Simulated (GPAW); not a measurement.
The system is Cr.

```
Cr
1.0
    -1.52302    1.52302    1.52302
     1.52302   -1.52302    1.52302
     1.52302    1.52302   -1.52302
Cr
1
Direct
  0.00000 0.00000 0.00000
```

The cell isn't the ideal one: volume scaled by 1.08.

| Property | Result |
| --- | --- |
| Program | GPAW 26.7.0 |
| Task | relaxation of cell and atoms |
| Functional | PBEsol |
| Potentials or basis | PAW data sets generated in the run's folder for this functional |
| Cutoff | 600 eV |
| Basis | pw |
| k mesh | 12 × 12 × 12 |
| Occupations | fermi-dirac, width 0.05 eV |
| Spin | collinear spin, random start |
| Starting moments | [2.16] μB |
| Hubbard terms | Cr d U = 5.3 eV |

At the start: pressure 38.4 GPa; volume 14.13 Å³/atom.

Problem. Where does the relaxation end?

Solution. Over 5 steps the energy falls by 624.7 meV/atom and the volume is 20.70 Å³/atom (+46.5 %); space group Im-3m (No. 229, to 0.05 Å); moment 4.77 μB per cell.

The path:
```tsv
step	energy change (eV)	largest force (eV/Å)	pressure (GPa)	volume (Å³)
1	0.0000	0.0000	38.45	14.13
2	-0.3950	0.0000	18.73	16.34
3	-0.6120	0.0000	2.72	19.71
4	-0.6236	0.0000	0.49	20.51
5	-0.6247	0.0000	0.00	20.70
```

Final structure:
```
Cr
1.0
    -1.72967    1.72967    1.72967
     1.72967   -1.72967    1.72967
     1.72967    1.72967   -1.72967
Cr
1
Direct
  0.00000 0.00000 0.00000
```

Caveat: each step starts from the last one's moments, so a moment once lost doesn't come back; later steps reuse the first step's grids; the U is typed as a test and isn't derived for this compound.
